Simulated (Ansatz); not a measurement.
A series in volume scale on Sn

All results are calculated (Ansatz 0.2.0). Periodic Kohn-Sham DFT of a crystal at fixed atoms, scaled to volume_scale times the given cell; pressure positive in compression, energy less spherical unpolarised free atoms, largest_vzz the field gradient of largest size among the nuclei.

The cell before it is scaled or strained (space group Fd-3m, No. 227):
```
cell vectors (Å)
   0.0000     3.2456     3.2456
   3.2456     0.0000     3.2456
   3.2456     3.2456     0.0000
atoms (fractions of the cell vectors)
Sn  0.50000  0.50000  0.50000
Sn  0.75000  0.75000  0.75000
```

Settings of every row: method all-electron LAPW; functional PBE; relativity scalar; k mesh 9x9x9; filling fermi-dirac; smearing width 0.03 eV; basis error target 0.25 meV/atom; nucleus gaussian.

Atom start moment: 0 on all atoms.

```csv
row,volume scale,V (Å³/atom),energy less free atoms (eV/atom),pressure (GPa)
1,0.94,32.138,-3.7353,6.807
2,0.9405,32.155,-3.7361,6.771
3,0.96,32.821,-3.7615,5.467
4,0.97,33.163,-3.7725,4.851
5,0.98,33.505,?,?
6,1,34.189,-3.7981,3.193
7,1.01,34.531,-3.8044,2.699
8,1.02,34.873,-3.8096,2.233
9,1.03,35.215,-3.8139,1.794
10,1.04,35.556,-3.8173,1.38
11,1.06,36.24,-3.8215,0.62
```

Question: what energy less free atoms and pressure should row 5 give?

Worked fit of energy less free atoms. Take u = (V_r/V)^(2/3) − 1 with V_r = 34.36 Å³ an atom, which is twice the finite (Eulerian) strain; such expansions in the strain, on which the Birch-Murnaghan equation of state is built, carry the rest volume and the bulk modulus. The shown rows have u = 0.04558, 0.04521, 0.03102, 0.02392, 0.00333, -0.0033, -0.00983, -0.01625, -0.02255, -0.03489. Least squares give energy less free atoms = −3.80137 + 0.9455 × u + 10.768 × u² + 6 × u³ eV/atom; a parabola predicts inner rows, each left out in turn, worse (root mean square 9.4e-05 against 3.4e-05 eV/atom). All shown rows lie on it to the printed digit. The withheld row has u = 0.01694, so the fit gives −3.80137 + 0.9455 × (0.01694) + 10.768 × (0.01694)² + 6 × (0.01694)³ = -3.7822 eV/atom.

The calculation gave -3.7822 eV/atom. The fit meets it to the printed digit.

Worked fit of pressure. Take u = (V_r/V)^(2/3) − 1 with V_r = 34.36 Å³ an atom, which is twice the finite (Eulerian) strain; such expansions in the strain, on which the Birch-Murnaghan equation of state is built, carry the rest volume and the bulk modulus. The shown rows have u = 0.04558, 0.04521, 0.03102, 0.02392, 0.00333, -0.0033, -0.00983, -0.01625, -0.02255, -0.03489. Least squares give pressure = 2.9424 + 74.333 × u + 225.52 × u² + 80 × u³ GPa; a parabola predicts inner rows, each left out in turn, worse (root mean square 0.0013 against 0.00067 GPa). The rows lie off it by 0.000, 0.000, -0.001, 0.000, 0.001, -0.001, 0.000, 0.000, 0.000, 0.000. The withheld row has u = 0.01694, so the fit gives 2.9424 + 74.333 × (0.01694) + 225.52 × (0.01694)² + 80 × (0.01694)³ = 4.267 GPa.

The calculation gave 4.268 GPa. The fit lies 0.001 GPa (0.016 % of the column's range) below it, one unit of the last digit.
